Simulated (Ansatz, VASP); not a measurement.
One calculation of Ge, two programs

```
Ge
1.0
     3.66892    2.11825    6.25699
    -3.66892    2.11825    6.25699
     0.00000   -4.23651    6.25699
Ge
12
Direct
  0.01019 0.65361 0.01019
  0.01019 0.01019 0.65361
  0.65361 0.01019 0.01019
  0.98981 0.34639 0.98981
  0.34639 0.98981 0.98981
  0.98981 0.98981 0.34639
  0.22118 0.63060 0.22118
  0.22118 0.22118 0.63060
  0.63060 0.22118 0.22118
  0.77882 0.36940 0.77882
  0.36940 0.77882 0.77882
  0.77882 0.77882 0.36940
```

Alike in both runs: task single point; functional PBE; k mesh 3 × 3 × 3; occupations gaussian, width 0.1 eV; no spin polarisation.

```csv
,VASP,Ansatz
version,VASP 6.6.1,Ansatz 0.2.0
potentials or method,"VASP PAW PBE potentials, release 64 (Ge_d)","scalar-relativistic, plane waves, PAW"
plane-wave cutoff (eV),520,420
valence electrons in the cell,168,168
```

```tsv
	VASP	Ansatz	Ansatz less VASP
gap on the k mesh at the Fermi level (eV)	none	none	-
pressure (GPa)	6.4	6.4	-0.03
largest component of the traceless stress (GPa)	2.99	2.99	+0.002
rms of the force components (eV/Å)	0.496	0.489	-0.0063
```

Atom by atom the forces differ by 0.007 eV/Å (rms over components). A gap of «none» marks a metal or a gap that the smearing closes.

Caveats: forces of over 1 eV/Å show positions far from the minimum, so gaps and moduli don't describe the material at rest.
